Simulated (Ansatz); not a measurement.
**Ru (Fm-3m): test of the smearing width**

How much does the smearing width move the energy of Ru (Fm-3m)? The task is a test of the smearing width, for Ru (Fm-3m).

This is Ru in the fcc structure; at room conditions it is hcp.

Computed with Ansatz 0.2.0 through its Python package. Level of theory: DFT PBE, plane waves, PAW.

### 1 The structure

The structure is cubic, space group Fm-3m (No. 225). Conventional cell: a = 3.830 Å, b = 3.830 Å, c = 3.830 Å, α = 90.00°, β = 90.00°, γ = 90.00°. Ru (site symmetry m-3m) is surrounded by 12 Ru at 2.71 Å.

The script holds or builds the structure itself.

### 2 The script

Input file run_smear.py:

```python
import ansatz as az
from tabulate import tabulate


def main() -> None:
    system = (
        az.Lattice.fcc(3.83)
        .space_group(225)
        .atom('Ru', [0.0, 0.0, 0.0])
        .primitive()
    )

    calculation = (
        system.calculation()
        .functional('pbe')
        .kpoints(length=22)
        .basis(31 * az.Ry)
        .stress()
    )

    rows = []
    for value in [0.25, 0.15, 0.1, 0.05, 0.025]:
        data = calculation.occupations('cold', width=value).run(threads=1).report
        rows.append((value, data['free_energy_ev'] / len(data['lattice']['sites']), data['n_iterations'], sum(data['stress_gpa'][i][i] for i in range(3)) / 3, data['n_kpoints']))

    print(tabulate(rows, headers=['width (eV)', 'F/atom (eV)', 'iterations', 'P (GPa)', 'k-points'], floatfmt='.4f', tablefmt='plain'))

    for row in rows[:-1]:
        shift = 1000 * (row[1] - rows[-1][1])
        print(f'{row[0]}: {shift:+.2f} meV/atom' + ('  (within 5 meV)' if abs(shift) < 5 else ''))


if __name__ == '__main__':
    main()
```

### 3 The input behind the calls

The package turns the script's settings into the engine's input (first run):

```yaml
crystal:
  lattice:
    bravais: fcc
    a: 3.83
  space_group: 225
  atoms:
    - { symbol: Ru, position: [0.0, 0.0, 0.0] }
  reduce_to_primitive: true
basis:
  ecutwfc: 421.77648681281397
kpoints:
  mp_grid:
    grid: [10, 10, 10]
hamiltonian:
  xc: pbe
scf:
  occupations:
    method: cold
    width: 0.25
output:
  stress: true
```

### 4 Running it

Started as:

```console
python run_smear.py
```

**Question.** How much does the free energy per atom change between the narrowest and the widest smearing, and why?

**Answer**, as computed:

```
                              quantity           value
                         runs compared               5
       last run but one, from the last  -0.74 meV/atom
within 5 meV/atom of the last run from             0.1
```

Going from 0.025 to 0.25 eV changes F by -9.5 meV an atom. This scheme is built to cancel the term in the square of the width, but that needs a smooth density of states and a fine mesh, and here a sizeable shift remains. The pressure moves from -3.95 to -3.93 GPa. For a metal this k-point mesh is coarse: on a finer one energies can move by several to tens of meV an atom and pressures by half a GPa or more, differences at one mesh by less. The free energy holds a sizeable smearing term, which stands for no physical temperature. The narrowest width needs the finest mesh, so the last row is no converged reference. Pressure is positive in compression. This isn't the structure that Ru takes at ambient conditions.
